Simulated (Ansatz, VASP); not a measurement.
**TiB2: VASP beside Ansatz**

The input INCAR:

```
SYSTEM = TiB2
  PREC = Accurate
  ENCUT = 520
  EDIFF = 1E-6
  ISMEAR = -1
  SIGMA = 0.05
  LREAL = .FALSE.
  LASPH = .TRUE.
  NELM = 100
  ALGO = Fast
  ISIF = 2
  LWAVE = .FALSE.
  LCHARG = .FALSE.
  GGA = PE
  NBANDS = 16
```

Contents of KPOINTS:

```
Automatic mesh
0
G
  10 10 9
  0 0 0
```

The input POSCAR:

```
TiB2
1.0
    3.0259273119      0.0000000000      0.0000000000
   -1.5129636559      2.6205299221      0.0000000000
    0.0000000000      0.0000000000      3.2287677100
Ti B
1 2
Direct
    0.0000000000      0.0000000000      0.0000000000
    0.2066666667      0.6033333333      0.5000000000
    0.7933333333      0.3966666667      0.5000000000
```

Input for Ansatz:

```yaml
crystal:
  lattice:
    - [3.0259273119, 0.0, 0.0]
    - [-1.5129636559, 2.6205299221, 0.0]
    - [0.0, 0.0, 3.22876771]
  atoms:
    - { symbol: Ti, position: [0.0, 0.0, 0.0] }
    - { symbol: B, position: [0.2066666667, 0.6033333333, 0.5] }
    - { symbol: B, position: [0.7933333333, 0.3966666667, 0.5] }
kpoints:
  mp_grid: { grid: [10, 10, 9] }
scf:
  occupations: { method: fermi_dirac, width: 0.05 }
hamiltonian:
  xc: pbe
  pseudopotentials: { kind: all_electron, lapw: { basis_error: 0.001 } }
output:
  forces: true
  stress: true
  eigenvalues: true
  populations: true
```

Change from the starting cell: shortest bond scaled by 0.62, LAPW.

Alike in both runs: task single point; functional PBE; k mesh 10 × 10 × 9; occupations fermi-dirac, width 0.05 eV; no spin polarisation.

|  | VASP | Ansatz |
| --- | --- | --- |
| version | VASP 6.6.1 | Ansatz 0.2.0 |
| potentials or method | VASP PAW PBE potentials, release 64 (Ti_sv, B) | all-electron LAPW, scalar-relativistic |
| plane-wave cutoff (eV) | 520 | see its input |

Ansatz gave:

| Quantity | Value |
| --- | --- |
| pressure (GPa) | 86.4 |
| largest component of the traceless stress (GPa) | 106.97 |
| rms of the force components (eV/Å) | 20.055 |

Task: What did VASP give for the same quantities?

Result: Pressure (GPa): 88.5; largest component of the traceless stress (GPa): 109.37; rms of the force components (eV/Å): 20.480.

Atom by atom the forces differ by 0.425 eV/Å (rms over components). Ansatz ran all-electron here, so the differences hold the error of VASP's frozen core and of both bases.

Caveats: the cell as given lies far from equilibrium; so large a pressure means that the cell lies far from this level's equilibrium, or that cutoff or potentials fall short (VASP); forces of over 1 eV/Å show positions far from the minimum, so gaps and moduli don't describe the material at rest.
